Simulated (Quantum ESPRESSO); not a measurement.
Pb:

```
Pb
1.0
     0.00000    2.47502    2.47502
     2.47502    0.00000    2.47502
     2.47502    2.47502    0.00000
Pb
1
Direct
  0.00000 0.00000 0.00000
```

Program: Quantum ESPRESSO 7.5. Alike in all runs: task band structure; no spin polarisation; cell as given; k mesh 9 × 9 × 9; cutoff (eV) 762; smearing fermi-dirac 0.05 eV.

**Question.** Order these runs on this cell by their pressure, lowest first.
A. level LDA; potentials or basis PseudoDojo 0.4.1 SR LDA standard; form of the LDA correlation PW92
B. level PBE; potentials or basis PseudoDojo 0.4.1 SR PBE standard
C. level PBEsol; potentials or basis PseudoDojo 0.4.1 SR PBEsol standard

**Answer.** A (-2.2 GPa), C (-0.6 GPa), B (2.3 GPa).
